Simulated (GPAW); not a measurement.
SiC (Moissanite):

```xyz
4
Lattice="3.0760 0.0000 0.0000 -1.5380 2.6639 0.0000 0.0000 0.0000 5.0480" Properties=species:S:1:pos:R:3 pbc="T T T"
Si    1.5380    0.8880    2.5240
Si    0.0000    1.7759    0.0000
C     1.5380    0.8880    4.4675
C     0.0000    1.7759    1.9435
```

- Program: GPAW 26.7.0
- Task: relaxation of cell and atoms
- Functional: rSCAN
- Potentials or basis: GPAW PAW data sets (gpaw-data 1.2.1)
- Cutoff: 800 eV
- Basis: pw
- k mesh: 7 × 7 × 4
- Occupations: fermi-dirac, width 0.05 eV
- Spin: no spin polarisation

At the start: pressure 0.2 GPa; volume 10.34 Å³/atom.

Q: Where does the relaxation end?

A: Over 3 steps the energy falls by 9.2 meV/atom; space group P6_3mc (No. 186, to 0.05 Å).

The path:
| step | energy change (eV) | largest force (eV/Å) | pressure (GPa) | volume (Å³) |
| --- | --- | --- | --- | --- |
| 1 | 0.0000 | 0.7730 | 0.18 | 41.36 |
| 2 | -0.0269 | 0.4159 | -0.05 | 41.37 |
| 3 | -0.0366 | 0.0454 | -0.11 | 41.37 |

Final structure:
```
Si C
1.0
     3.07799    0.00000    0.00000
    -1.53900    2.66562    0.00000
     0.00000    0.00000    5.04175
Si C
2 2
Cartesian
  1.5390 0.8885 2.5447
  0.0000 1.7771 0.0238
  1.5390 0.8885 4.4382
  0.0000 1.7771 1.9173
```

Caveat: later steps reuse the first step's grids; the PAW data sets were made with another functional, which shifts forces and pressure a little.
